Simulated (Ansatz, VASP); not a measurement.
AgI: VASP beside Ansatz

```
Ag I
1.0
     0.00000    3.21478    3.21478
     3.21478    0.00000    3.21478
     3.21478    3.21478    0.00000
Ag I
1 1
Direct
  0.00000 0.00000 0.00000
  0.75000 0.75000 0.75000
```

Change from the starting cell: volume scaled by 0.98.

Alike in both runs: task single point; functional PBE; k mesh 7 × 7 × 7; occupations fermi-dirac, width 0.03 eV; no spin polarisation.

|  | VASP | Ansatz |
| --- | --- | --- |
| version | VASP 6.6.1 | Ansatz 0.2.0 |
| potentials or method | VASP PAW PBE potentials, release 64 (Ag, I), cutoff 520 eV | all-electron LAPW, scalar-relativistic |

```tsv
	VASP	Ansatz	Ansatz less VASP
gap on the k mesh at the Fermi level (eV)	1.34	1.34	-0.003
pressure (GPa)	3.0	3.0	+0.08
```

Ansatz ran all-electron here, so the differences hold the error of VASP's frozen core and of both bases.

Caveats: spin-orbit coupling is left out, which moves the levels of the heavy elements.
